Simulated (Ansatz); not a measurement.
The system is InAs.

```
CELL_PARAMETERS angstrom
0.00000 3.01800 3.01800
3.01800 0.00000 3.01800
3.01800 3.01800 0.00000
ATOMIC_POSITIONS crystal
In 0.00000 0.00000 0.00000
As 0.75000 0.75000 0.75000
```

Base run:

| Item | Value |
| --- | --- |
| Program | Ansatz 0.2.0 |
| Functional | RPBE |
| Potentials or basis | Ansatz PAW |
| Cutoff | 420 eV (not typed: the program's choice for these potentials) |
| k mesh | 8 × 8 × 8 |
| Occupations | fermi-dirac, width 0.05 eV |
| Spin | no spin polarisation |

Its results: band gap on the k mesh none (metal or under the smearing width); pressure 6.0 GPa.

Problem. After a change of settings the same cell gave: band gap on the k mesh none (metal or under the smearing width); pressure 5.6 GPa. Which change was it?
A. functional from RPBE to PBEsol
B. functional from RPBE to B3LYP; k mesh from 8 × 8 × 8 to 4 × 4 × 4
C. functional from RPBE to revPBE
D. functional from RPBE to r2SCAN0; cutoff from 420 eV (not typed: the program's choice for these potentials) to 500 eV (not typed: the program's choice for these potentials); k mesh from 8 × 8 × 8 to 4 × 4 × 4

Solution. C.

Caveats: spin-orbit coupling is left out, which moves the levels of the heavy elements; the PAW data sets come from PBE, with cores solved anew for the run's functional, which leaves a small shift of forces and pressure; this crystal is a semiconductor, whose small gap the functional closes, so the metal is an error of the method.

Runs at the PBE level aren't shown here.
